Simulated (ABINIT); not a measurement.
**CdSe (Cadmoselite): single point with LDA**

**The experiment to reproduce.**

A printed reference work, data compilation reports, for a bulk crystal of CdSe at 2 K: band gap 1.841 eV.

Crystal: CdSe (Cadmoselite).

```xyz
4
Lattice="4.3000 0.0000 0.0000 -2.1500 3.7239 0.0000 0.0000 0.0000 7.0200" Properties=species:S:1:pos:R:3 pbc="T T T"
Cd    2.1500    1.2413    3.5100
Cd    0.0000    2.4826    0.0000
Se    2.1500    1.2413    6.2127
Se    0.0000    2.4826    2.7027
```

```json
{
 "Program": "ABINIT 10.8.3 (patched build)",
 "Task": "single point",
 "Functional": "LDA",
 "Potentials or basis": "PseudoDojo NC SR LDA v0.4.1 standard",
 "Cutoff": "1388 eV",
 "k mesh": "5 × 5 × 3",
 "Occupations": "fermi-dirac, width 0.05 eV",
 "Spin": "no spin polarisation"
}
```

| Property | Result |
| --- | --- |
| Largest force | 0.259 eV/Å |
| Band gap on the k mesh | 0.42 eV, direct |
| Valence electrons inside the program's atomic spheres | Cd 17.16; Se 13.25 |

Forces on the atoms (eV/Å):
```
Cd   0.000  0.000  0.259
Cd   0.000  0.000  0.259
Se   0.000  0.000 -0.259
Se   0.000  0.000 -0.259
```

Levels at points of the mesh, in eV from the valence-band top:
| k point | band 34 | band 35 | band 36 | band 37 | band 38 | band 39 |
| --- | --- | --- | --- | --- | --- | --- |
| (0.00, 0.00, 0.00) | -0.02 | 0.00 | 0.00 | 0.42 | 1.90 | 5.75 |

Run time: 2.2 min on 4 MPI ranks on Arm Neoverse V1, with other jobs on the host, peak memory 0.56 GiB a rank.

Against the measured gap of CdSe, 1.841 eV (2 K; a printed reference work, data compilation), the calculated 0.42 eV is off by -1.42 eV. So large a miss can be the level of theory's own, or it may mean another phase, state or a wrong row. Spin-orbit coupling on Cd, Se is left out. The value is that of LDA, without temperature or zero-point motion. Semilocal functionals fall short of measured gaps as a rule.
